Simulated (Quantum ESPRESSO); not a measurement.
Na under changes of volume

One of the cells (39.256 Å³/atom); the others are scaled copies at fixed shape and fractional positions:

```xyz
1
Lattice="-2.1410 2.1410 2.1410 2.1410 -2.1410 2.1410 2.1410 2.1410 -2.1410" Properties=species:S:1:pos:R:3 pbc="T T T"
Na    0.0000    0.0000    0.0000
```

```yaml
Program: Quantum ESPRESSO 7.5
Functional: PBEsol
Potentials_or_basis: PseudoDojo 0.4.1 SR PBEsol standard
Cutoff: 1197 eV
Density_cutoff: 4789 eV
k_mesh: 9 × 9 × 9
Occupations: fermi-dirac, width 0.05 eV
Spin: no spin polarisation
```

```csv
volume (Å³/atom),energy over the lowest point (meV/atom),pressure (GPa)
36.901,0.00,-0.1
37.686,1.02,-0.3
38.471,2.74,-0.4
39.256,5.10,-0.5
40.041,?,?
40.827,11.47,-0.8
41.612,15.39,-0.8
```

Problem. What does the run at 40.041 Å³/atom give?

Solution. Energy over the lowest point 8.03 meV/atom; pressure -0.7 GPa.

Worked out: A Birch-Murnaghan fit of order 3 (a polynomial in V^(-2/3)) to the other rows has its minimum at 36.27 Å³/atom, just outside them, with B0 = V·E''(V) = 7.9 GPa and B' = 3.6. It gives 8.02 meV/atom at 40.041 Å³/atom, against the run's 8.03, and -dE/dV = -0.7 GPa, against -0.7.

Energies are extrapolated to zero smearing.
